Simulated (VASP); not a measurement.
# Fe: single point with PBE

The system is Fe.

```
CELL_PARAMETERS angstrom
0.00000 1.82778 1.82778
1.82778 0.00000 1.82778
1.82778 1.82778 0.00000
ATOMIC_POSITIONS crystal
Fe 0.00000 0.00000 0.00000
```

This isn't the form of Fe at room conditions, which is bcc.

```
Program             : VASP 6.6.1
Task                : single point
Functional          : PBE
Potentials or basis : VASP PAW PBE potentials, release 64 (Fe)
Cutoff              : 520 eV
k mesh              : 12 × 12 × 12
Occupations         : fermi-dirac, width 0.05 eV
Spin                : collinear spin, ferromagnetic start
Starting moments    : [3.0] μB
```

The pressure is -2.3 GPa. The band gap on the k mesh is none (metal or under the smearing width), the net moment is 2.61 μB per cell and the site moments are Fe +2.61 μB. The valence electrons inside the program's atomic spheres are Fe 7.13.

Levels at points of the mesh, in eV from the Fermi level:
Spin up:
```
           k point  band 2  band 3  band 4  band 5  band 6  band 7  band 8  band 9
(0.00, 0.00, 0.00)   -2.46   -2.46   -2.46   -1.51   -1.51   21.62   25.54   25.54
(0.50, 0.00, 0.00)   -2.62   -2.62   -0.61   -0.61   -0.17    5.82   20.26   23.17
(0.50, 0.50, 0.00)   -4.30   -0.75   -0.33   -0.33    2.41    9.02   13.86   13.86
```
Spin down:
```
           k point  band 1  band 2  band 3  band 4  band 5  band 6  band 7  band 8
(0.00, 0.00, 0.00)   -8.07   -0.07   -0.07   -0.07    1.50    1.50   21.24   25.94
(0.50, 0.00, 0.00)   -3.40   -0.04   -0.04   -0.04    2.27    2.27    7.50   19.90
(0.50, 0.50, 0.00)   -3.12   -2.38    2.39    2.40    2.40    2.64   10.56   14.34
```

It took 28 s on 1 thread of Intel(R) Xeon(R) Platinum 8488C (Sapphire Rapids), with other jobs on the host, peak memory 0.14 GiB.
